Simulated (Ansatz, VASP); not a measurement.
Cu in VASP and in Ansatz

```
CELL_PARAMETERS angstrom
-1.45168 1.45168 1.45168
1.45168 -1.45168 1.45168
1.45168 1.45168 -1.45168
ATOMIC_POSITIONS crystal
Cu 0.00000 0.00000 0.00000
```

Alike in both runs: task single point; functional LDA; k mesh 18 × 18 × 18; occupations fermi-dirac, width 0.1 eV; no spin polarisation.

|  | VASP | Ansatz |
| --- | --- | --- |
| version | VASP 6.6.1 | Ansatz 0.2.0 |
| potentials or method | VASP PAW LDA potentials, release 64 (Cu) | plane waves (420 eV) with PAW, scalar-relativistic |
| plane-wave cutoff (eV) | 520 | 420 |
| valence electrons in the cell | 11 | 19 |

VASP gave:

```
pressure (GPa) : -15.0
```

What did Ansatz give for the same quantities?

Pressure (GPa): -15.8.

The two sets of potentials don't hold the same shells in valence. Ansatz warned: «pseudo_functional_mismatch».

Caveats: so large a pressure means that the cell lies far from this level's equilibrium, or that cutoff or potentials fall short (VASP).
